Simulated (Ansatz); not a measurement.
**Li: relaxation of cell and atoms with revPBE+D4**

The system is Li.

```xyz
1
Lattice="-1.7547 1.7547 1.7547 1.7547 -1.7547 1.7547 1.7547 1.7547 -1.7547" Properties=species:S:1:pos:R:3 pbc="T T T"
Li    0.0000    0.0000    0.0000
```

```yaml
Program: Ansatz 0.2.0
Task: relaxation of cell and atoms
Functional: revPBE
Dispersion: D4
Potentials_or_basis: Ansatz PAW
Cutoff: "420 eV (not typed: the program's choice for these potentials)"
k_mesh: 11 × 11 × 11
Occupations: fermi-dirac, width 0.05 eV
Spin: no spin polarisation
```

```yaml
Relaxed_volume: 20.72 Å³/atom
Relaxed_cell: a = 2.997 Å, b = 2.997 Å, c = 2.997 Å, α = 109.47°, β = 109.47°, γ = 109.47°
Space_group_after_relaxing_to_0.05_Å: Im-3m (No. 229)
Energy_gained_by_relaxing: 1.4 meV/atom
Ionic_steps: 4
Pressure_after_relaxing: 0.0 GPa
```

Step by step:
| step | energy change (eV) | largest force (eV/Å) | volume (Å³) |
| --- | --- | --- | --- |
| 1 | 0.0000 | 0.0000 | 21.61 |
| 2 | -0.0009 | 0.0000 | 21.24 |
| 3 | -0.0014 | 0.0000 | 20.72 |
| 4 | -0.0014 | 0.0000 | 20.72 |

Final structure:
```cif
data_structure
_symmetry_space_group_name_H-M 'P 1'
_symmetry_Int_Tables_number 1
_cell_length_a 2.9969
_cell_length_b 2.9969
_cell_length_c 2.9969
_cell_angle_alpha 109.471
_cell_angle_beta 109.471
_cell_angle_gamma 109.471
_cell_volume 20.72
loop_
_atom_site_label
_atom_site_type_symbol
_atom_site_fract_x
_atom_site_fract_y
_atom_site_fract_z
_atom_site_occupancy
Li1 Li 0.00000 0.00000 0.00000 1
```

Wall time 2.4 s on 2 threads of Intel(R) Xeon(R) Processor @ 2.70GHz, with other jobs on the host, peak memory 0.29 GiB.

The cell as given is a measured one (21.61 Å³/atom); revPBE+D4 puts the equilibrium volume -4.1 % from it, thermal expansion not counted.

Caveat: the potentials were made for another functional, which shifts forces and pressure; the plane-wave basis is chosen anew once the cell has moved, so the energies of steps on either side of that aren't comparable.
